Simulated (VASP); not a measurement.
Level of theory: r2SCAN meta-GGA, VASP's PBE PAW potentials (set 64) (plane waves; VASP).

VASP ran on this input.

### INCAR
```
# general
SYSTEM  = CsCl
PREC    = Accurate
ENCUT   = 480
LREAL   = .False.
LASPH   = .True.

# electronic loop
EDIFF   = 1E-7
NELM    = 100
ALGO    = Normal
LMAXMIX = 4
LMIXTAU = .True.

# smearing
ISMEAR  = 0
SIGMA   = 0.05

# functional
METAGGA = R2SCAN

# ions
IBRION  = 2
NSW     = 40
ISIF    = 3
EDIFFG  = -0.01
PSTRESS = 200

# output
LWAVE   = .False.
LCHARG  = .False.
```

KPOINTS:
```
Automatic mesh
0
Gamma
6 6 6
0 0 0
```

**POSCAR**
```
CsCl
1
    4.1428824753    -0.0000000000    -0.0000000000
    0.0000000000     4.1428824753     0.0000000000
    0.0000000000     0.0000000000     4.1428824753
Cs Cl
1 1
Direct
  0.0000000000   0.0000000000   0.0000000000
  0.5000000000   0.5000000000   0.5000000000
```

POTCAR, in this order: Cs_sv Cl (PBE.64 set). Program: vasp_std.

The resulting files:

File OUTCAR:
```
 ion  position               nearest neighbor table
   1  0.000  0.000  0.000-
   2  0.500  0.500  0.500-
  LATTYP: Found a simple cubic cell.
 ALAT       =     4.1428824753
 Subroutine PRICEL returns:
 Original cell was already a primitive cell.
 Subroutine GETGRP returns: Found 48 space group operations
The static configuration has the point symmetry O_h .
The dynamic configuration has the point symmetry O_h .
 Subroutine INISYM returns: Found 48 space group operations
 Subroutine IBZKPT returns following result:
 Found     20 irreducible k-points:

 Following reciprocal coordinates:
            Coordinates               Weight
  0.000000  0.000000  0.000000      1.000000
  0.166667  0.000000  0.000000      6.000000
  0.333333  0.000000  0.000000      6.000000
  0.500000  0.000000  0.000000      3.000000
  0.166667  0.166667  0.000000     12.000000
  0.333333  0.166667  0.000000     24.000000
  0.500000  0.166667  0.000000     12.000000
  0.333333  0.333333  0.000000     12.000000
  0.500000  0.333333  0.000000     12.000000
  0.500000  0.500000  0.000000      3.000000
  0.166667  0.166667  0.166667      8.000000
  0.333333  0.166667  0.166667     24.000000
  0.500000  0.166667  0.166667     12.000000
  0.333333  0.333333  0.166667     24.000000
  0.500000  0.333333  0.166667     24.000000
  0.500000  0.500000  0.166667      6.000000
  0.333333  0.333333  0.333333      8.000000
  0.500000  0.333333  0.333333     12.000000
  0.500000  0.500000  0.333333      6.000000
  0.500000  0.500000  0.500000      1.000000
   k-points           NKPTS =     20   k-points in BZ     NKDIM =     20   number of bands    NBANDS=     12
   number of dos      NEDOS =    301   number of ions     NIONS =      2
   total plane-waves  NPLWV =  27000
   dimension x,y,z NGX =    30 NGY =   30 NGZ =   30
...
```

OSZICAR:
```
...
DAV:  14    -0.355241006607E+02   -0.13891E-02   -0.64302E-04   524   0.403E-01    0.614E-03
DAV:  15    -0.355240955830E+02    0.50777E-05   -0.93632E-06   584   0.385E-02    0.360E-03
DAV:  16    -0.355241194736E+02   -0.23891E-04   -0.60660E-05   492   0.103E-01    0.351E-03
DAV:  17    -0.355241352043E+02   -0.15731E-04   -0.13157E-05   500   0.452E-02    0.207E-03
DAV:  18    -0.355241346577E+02    0.54666E-06   -0.98956E-07   584   0.116E-02    0.130E-03
DAV:  19    -0.355241349453E+02   -0.28762E-06   -0.17239E-07   372   0.522E-03    0.673E-04
DAV:  20    -0.355241349633E+02   -0.18044E-07   -0.64742E-08   368   0.301E-03
   1 F= -.26647931E+02 E0= -.26647931E+02  d E =-.266479E+02
       N       E                     dE             d eps       ncg     rms          rms(c)
DAV:   1    -0.759245259968E+02   -0.40400E+02   -0.11114E+03   488   0.307E+02    0.638E+01
DAV:   2    -0.377467474105E+02    0.38178E+02   -0.46707E+01   528   0.551E+01    0.196E+01
DAV:   3    -0.310380213056E+02    0.67087E+01   -0.17203E+01   492   0.298E+01    0.198E+01
DAV:   4    -0.307675833827E+02    0.27044E+00   -0.64939E-01   532   0.911E+00    0.126E+01
DAV:   5    -0.313828390604E+02   -0.61526E+00   -0.96560E-01   492   0.110E+01    0.408E+00
DAV:   6    -0.306785286676E+02    0.70431E+00   -0.51192E-01   480   0.867E+00    0.873E-01
DAV:   7    -0.309169521108E+02   -0.23842E+00   -0.12521E-01   480   0.641E+00    0.333E-01
DAV:   8    -0.308798324170E+02    0.37120E-01   -0.25597E-02   480   0.325E+00    0.141E-01
DAV:   9    -0.308987469634E+02   -0.18915E-01   -0.13798E-02   480   0.207E+00    0.587E-02
DAV:  10    -0.308988321550E+02   -0.85192E-04   -0.10598E-03   528   0.399E-01    0.104E-01
DAV:  11    -0.308990064968E+02   -0.17434E-03   -0.18691E-04   508   0.157E-01    0.206E-02
DAV:  12    -0.308990157079E+02   -0.92111E-05   -0.11007E-05   496   0.391E-02    0.105E-02
DAV:  13    -0.308990168121E+02   -0.11041E-05   -0.22065E-06   496   0.232E-02    0.356E-03
DAV:  14    -0.308990178837E+02   -0.10716E-05   -0.19883E-06   492   0.212E-02    0.796E-04
DAV:  15    -0.308990182963E+02   -0.41261E-06   -0.33325E-07   488   0.814E-03    0.121E-03
DAV:  16    -0.308990183760E+02   -0.79720E-07   -0.99430E-09   248   0.123E-03
   2 F= -.26597050E+02 E0= -.26597050E+02  d E =0.508811E-01
       N       E                     dE             d eps       ncg     rms          rms(c)
DAV:   1    -0.406566976887E+02   -0.97577E+01   -0.17233E+02   484   0.866E+01    0.142E+01
DAV:   2    -0.354709519508E+02    0.51857E+01   -0.10338E+01   500   0.226E+01    0.678E+00
DAV:   3    -0.345171764923E+02    0.95378E+00   -0.34800E+00   480   0.139E+01    0.335E+00
DAV:   4    -0.347469066951E+02   -0.22973E+00   -0.59776E-01   484   0.834E+00    0.123E+00
DAV:   5    -0.343215313576E+02    0.42538E+00   -0.44844E-01   480   0.759E+00    0.647E-01
DAV:   6    -0.346618185590E+02   -0.34029E+00   -0.10231E-01   488   0.400E+00    0.266E-01
DAV:   7    -0.346852611513E+02   -0.23443E-01   -0.62433E-03   520   0.115E+00    0.108E-01
DAV:   8    -0.346869715645E+02   -0.17104E-02   -0.16603E-03   480   0.622E-01    0.624E-02
DAV:   9    -0.346869310476E+02    0.40517E-04   -0.11695E-03   488   0.462E-01    0.202E-02
DAV:  10    -0.346868927883E+02    0.38259E-04   -0.15109E-04   492   0.181E-01    0.120E-02
DAV:  11    -0.346869027679E+02   -0.99795E-05   -0.30434E-05   484   0.710E-02    0.386E-03
DAV:  12    -0.346869079259E+02   -0.51580E-05   -0.63475E-06   512   0.290E-02    0.341E-03
DAV:  13    -0.346869094926E+02   -0.15668E-05   -0.33766E-07   528   0.759E-03    0.238E-03
DAV:  14    -0.346869103280E+02   -0.83539E-06   -0.10349E-06   484   0.105E-02    0.332E-04
DAV:  15    -0.346869102837E+02    0.44361E-07   -0.34359E-08   244   0.244E-03
   3 F= -.28560294E+02 E0= -.28560294E+02  d E =-.191236E+01
       N       E                     dE             d eps       ncg     rms          rms(c)
DAV:   1    -0.346089960874E+02    0.77914E-01   -0.46030E-01   492   0.500E+00    0.845E-01
DAV:   2    -0.345942668803E+02    0.14729E-01   -0.22735E-02   488   0.121E+00    0.337E-01
DAV:   3    -0.345912021214E+02    0.30648E-02   -0.10214E-02   484   0.776E-01    0.150E-01
DAV:   4    -0.345910781327E+02    0.12399E-03   -0.95080E-04   496   0.359E-01    0.707E-02
DAV:   5    -0.345913850596E+02   -0.30693E-03   -0.62425E-04   492   0.313E-01    0.181E-02
DAV:   6    -0.345912659493E+02    0.11911E-03   -0.29425E-04   480   0.232E-01    0.132E-02
DAV:   7    -0.345912783659E+02   -0.12417E-04   -0.79298E-05   480   0.134E-01    0.110E-02
DAV:   8    -0.345912821895E+02   -0.38236E-05   -0.13081E-05   484   0.512E-02    0.240E-03
DAV:   9    -0.345912838810E+02   -0.16914E-05   -0.50178E-07   520   0.111E-02    0.160E-03
DAV:  10    -0.345912841649E+02   -0.28398E-06   -0.40857E-07   496   0.975E-03    0.435E-04
DAV:  11    -0.345912841914E+02   -0.26497E-07   -0.74242E-09   240   0.109E-03
   4 F= -.28568090E+02 E0= -.28568090E+02  d E =-.192016E+01
       N       E                     dE             d eps       ncg     rms          rms(c)
DAV:   1    -0.345463919323E+02    0.44892E-01   -0.10851E-01   496   0.242E+00    0.409E-01
DAV:   2    -0.345429390932E+02    0.34528E-02   -0.53725E-03   492   0.587E-01    0.164E-01
DAV:   3    -0.345422190090E+02    0.72008E-03   -0.24034E-03   484   0.378E-01    0.717E-02
DAV:   4    -0.345422009711E+02    0.18038E-04   -0.22737E-04   500   0.175E-01    0.343E-02
DAV:   5    -0.345422669955E+02   -0.66024E-04   -0.14903E-04   496   0.152E-01    0.877E-03
DAV:   6    -0.345422502416E+02    0.16754E-04   -0.65965E-05   480   0.109E-01    0.637E-03
DAV:   7    -0.345422534383E+02   -0.31967E-05   -0.17113E-05   480   0.620E-02    0.526E-03
DAV:   8    -0.345422545243E+02   -0.10860E-05   -0.28895E-06   496   0.242E-02    0.118E-03
DAV:   9    -0.345422549583E+02   -0.43400E-06   -0.11462E-07   352   0.544E-03    0.781E-04
DAV:  10    -0.345422549767E+02   -0.18449E-07   -0.77626E-08   320   0.448E-03
   5 F= -.28568787E+02 E0= -.28568787E+02  d E =-.192086E+01
       N       E                     dE             d eps       ncg     rms          rms(c)
DAV:   1    -0.345588124741E+02   -0.16558E-01   -0.11428E-02   496   0.784E-01    0.132E-01
DAV:   2    -0.345584588589E+02    0.35362E-03   -0.57113E-04   492   0.191E-01    0.532E-02
DAV:   3    -0.345583834688E+02    0.75390E-04   -0.25300E-04   484   0.123E-01    0.228E-02
DAV:   4    -0.345583755286E+02    0.79402E-05   -0.24438E-05   500   0.577E-02    0.110E-02
DAV:   5    -0.345583780743E+02   -0.25457E-05   -0.16068E-05   496   0.498E-02    0.284E-03
DAV:   6    -0.345583768072E+02    0.12671E-05   -0.67303E-06   480   0.351E-02    0.207E-03
DAV:   7    -0.345583765432E+02    0.26391E-06   -0.17300E-06   480   0.196E-02    0.168E-03
DAV:   8    -0.345583763541E+02    0.18914E-06   -0.28784E-07   496   0.765E-03    0.382E-04
DAV:   9    -0.345583763516E+02    0.25357E-08   -0.10715E-08   240   0.167E-03
   6 F= -.28568785E+02 E0= -.28568785E+02  d E =0.137342E-05
       N       E                     dE             d eps       ncg     rms          rms(c)
DAV:   1    -0.345502398379E+02    0.81365E-02   -0.30160E-03   492   0.403E-01    0.678E-02
DAV:   2    -0.345501416457E+02    0.98192E-04   -0.14991E-04   492   0.979E-02    0.273E-02
DAV:   3    -0.345501216598E+02    0.19986E-04   -0.66797E-05   484   0.631E-02    0.118E-02
DAV:   4    -0.345501233437E+02   -0.16838E-05   -0.63610E-06   496   0.293E-02    0.564E-03
DAV:   5    -0.345501261045E+02   -0.27609E-05   -0.41693E-06   492   0.253E-02    0.144E-03
DAV:   6    -0.345501259047E+02    0.19983E-06   -0.18016E-06   480   0.181E-02    0.105E-03
DAV:   7    -0.345501261361E+02   -0.23138E-06   -0.46403E-07   480   0.102E-02    0.873E-04
DAV:   8    -0.345501262636E+02   -0.12752E-06   -0.71720E-08   284   0.390E-03    0.168E-04
DAV:   9    -0.345501262995E+02   -0.35935E-07   -0.61954E-09   240   0.896E-04
   7 F= -.28568813E+02 E0= -.28568813E+02  d E =-.266215E-04
```

File OUTCAR:
```
------------------------ aborting loop because EDIFF is reached ----------------------------------------
  FORCE on cell =-STRESS in cart. coord.  units (eV):
  Direction    XX          YY          ZZ          XY          YZ          ZX
  --------------------------------------------------------------------------------------
  Total        5.9823717      5.9823717      5.9823717      0.0000000      0.0000000     -0.0000000
  in kB      200.0353954    200.0353954    200.0353954      0.0000000      0.0000000     -0.0000000
  external PRESSURE =       0.0353954 kB  Pullay stress =     200.0000000 kB
  volume of cell :       47.92
      direct lattice vectors                 reciprocal lattice vectors
     3.632110409 -0.000000000  0.000000000     0.275322027 -0.000000000 -0.000000000
     0.000000000  3.632110409 -0.000000000     0.000000000  0.275322027  0.000000000
     0.000000000 -0.000000000  3.632110409    -0.000000000  0.000000000  0.275322027
 POSITION                                       TOTAL-FORCE (eV/Angst)
 -----------------------------------------------------------------------------------
      0.00000     -0.00000      0.00000        -0.000000      0.000000      0.000000
      1.81606      1.81606      1.81606         0.000000     -0.000000      0.000000
 -----------------------------------------------------------------------------------
    total drift:                                0.000000      0.000000     -0.000000
  FREE ENERGIE OF THE ION-ELECTRON SYSTEM (eV)
  ---------------------------------------------------
  free  energy   TOTEN  =       -34.5501262995 eV

  energy  without entropy=      -34.5501262995  energy(sigma->0) =      -34.55012630
  enthalpy is  TOTEN    =       -28.5688131774 eV   P V=        5.9813131222

 reached required accuracy - stopping structural energy minimisation
```
(Selected blocks of OUTCAR.)

File CONTCAR:
```
CsCl
   1.00000000000000
     3.6321104085753388   -0.0000000000000000    0.0000000000000000
     0.0000000000000000    3.6321104085753388   -0.0000000000000000
     0.0000000000000000   -0.0000000000000000    3.6321104085753388
  Cs              Cl
     1     1
Direct
     0.0000000000000000    0.0000000000000000    0.0000000000000000
     0.5000000000000000    0.5000000000000000    0.5000000000000000
```

Energy and stress use the plane-wave basis of the starting cell.

The compound is CsCl in the CsCl type structure. This run relaxes it under an external pressure of 20 GPa. Symmetry was kept, so distortions that lower it aren't found.
